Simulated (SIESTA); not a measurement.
The system is TiC.

```xyz
2
Lattice="0.0000 2.1657 2.1657 2.1657 0.0000 2.1657 2.1657 2.1657 0.0000" Properties=species:S:1:pos:R:3 pbc="T T T"
Ti    0.0000    0.0000    0.0000
C     2.1657    2.1657    2.1657
```

The cell is a database's computed one.

Base run:

| Quantity | Value |
| --- | --- |
| Program | SIESTA 5.4.2 |
| Functional | BLYP |
| Potentials or basis | PseudoDojo 0.4 standard (PBE files) |
| Basis | DZP (energy shift 0.003 Ry; two zetas on semicore shells) |
| Grid cutoff | 800 Ry |
| Energy shift | 0.003 Ry |
| k mesh | 11 × 11 × 11 |
| Occupations | fermi-dirac, width 0.05 eV |
| Spin | no spin polarisation |

Its results: band gap on the k mesh none (metal or under the smearing width); pressure 10.5 GPa.

Question: The run is repeated on the same cell with these changes: functional from BLYP to PBE. What comes out?

Answer: Band gap on the k mesh none (metal or under the smearing width); pressure 1.4 GPa.

PBE binds more tightly than BLYP, so the same cell stands under less pressure.

Caveats: the basis of atomic orbitals isn't converged, which shifts pressures, moduli and gaps; the potentials were made for another functional, which shifts forces and pressure (some runs).

Not every run made on this cell is shown here.
